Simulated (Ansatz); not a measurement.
CuO:

```
Cu O
1.0
     2.34185   -1.71130    0.00000
    -1.49182   -1.71130   -5.05787
     2.34185    5.13390    0.00000
Cu O
4 4
Direct
  0.32133 0.95658 0.29054
  0.67867 0.04342 0.70946
  0.32256 0.52186 0.68365
  0.67744 0.47814 0.31635
  0.41767 0.70732 0.00990
  0.41393 0.79268 0.65850
  0.22494 0.34817 0.07342
  0.94346 0.15183 0.25818
```

Program: Ansatz 0.2.0. Alike in all runs: task band structure; potentials or basis Ansatz PAW; no spin polarisation; cell as given; k mesh 9 × 5 × 5; smearing fermi-dirac 0.05 eV.

Problem. Order these runs on this cell by their pressure, lowest first.
A. level LDA; cutoff (eV) 420
B. level PBEsol; cutoff (eV) 420
C. level PBEsol+U; U Cu d U = 5.3 eV; cutoff (eV) 420; hubbard projectors ortho-atomic (the default); double counting fll (the default)
D. level r2SCAN+U; U Cu d U = 5.3 eV; cutoff (eV) 500; hubbard projectors ortho-atomic (the default); double counting fll (the default)
E. level LDA+U; U Cu d U = 4.5 eV; cutoff (eV) 420; hubbard projectors ortho-atomic (the default); double counting fll (the default)

Solution. A (39.5 GPa), E (42.1 GPa), B (46.9 GPa), C (50.0 GPa), D (52.6 GPa).

Caveats: a pressure of tens of GPa on the cell as given is suspect, and the run, the potentials or the cell itself is likely at fault; the run has no spin polarisation, though such a crystal can be magnetic; the PAW data sets come from PBE, with cores solved anew for the run's functional, which leaves a small shift of forces and pressure; U without spin polarisation on a metal has little footing (some runs).

Not every run made on this cell is shown here.
